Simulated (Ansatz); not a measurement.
# LiCl: the cost of one run

Program: Ansatz 0.2.0. Level of theory: DFT PBEsol, scalar-relativistic, plane waves, PAW. These are calculated values, not measurements.

The COD entry's cell or inner coordinates are ideal or old and differ from later refinements, so a difference from it is no clean test against experiment.

2 further runs of the same task are left out: 2 set aside as unsound or not needed.

## 1. The starting structure

Symmetry: Fm-3m, No. 225, cubic system. The conventional cell has a = 5.063 Å, b = 5.063 Å, c = 5.063 Å, α = 90.00°, β = 90.00°, γ = 90.00°. Li (site symmetry m-3m) has 6 Cl at 2.53 Å as nearest neighbours. Cl (site symmetry m-3m) is surrounded by 6 Li at 2.53 Å.

As a file:

```
Li Cl
1.0
     0.00000    2.53141    2.53141
     2.53141    0.00000    2.53141
     2.53141    2.53141    0.00000
Li Cl
1 1
Cartesian
  0.0000 0.0000 0.0000
  2.5314 2.5314 2.5314
```

This cell was relaxed beforehand with the same method: volume 16.22 Å³/atom, gap on the mesh 6.35 eV.

## 2. A stricter relaxation

Response runs need a geometry at rest under their own mesh and occupations; hence this stricter relaxation.

The input, input.yaml:

```yaml
crystal:
  lattice:
    - [0.0, 2.5314108948, 2.5314108948]
    - [2.5314108948, 0.0, 2.5314108948]
    - [2.5314108948, 2.5314108948, 0.0]
  atoms:
    - { symbol: Li, position: [0.0, 0.0, 0.0] }
    - { symbol: Cl, position: [0.5, 0.5, 0.5] }
basis:
  ecutwfc: 420
kpoints:
  mp_grid: { grid: [8, 8, 8] }
hamiltonian:
  xc: pbesol
scf:
  occupations: { method: fixed }
output:
  forces: true
  stress: true
  eigenvalues: true
relax:
  adjacent_minimum: "off"
  f_tol: 0.001
  max_steps: 60
  cell: { stress_tol: 0.01 }
```

The run is started by

```console
ansatz run input.yaml --threads 1 --pin off --max-ram 1228MiB --backend cpu --events-out ev --progress --plain --runs-dir out
```

What time and memory should one allow on 1 thread of Arm Neoverse N1, shared host?

About 4.8 s, with a peak of 0.39 GiB.
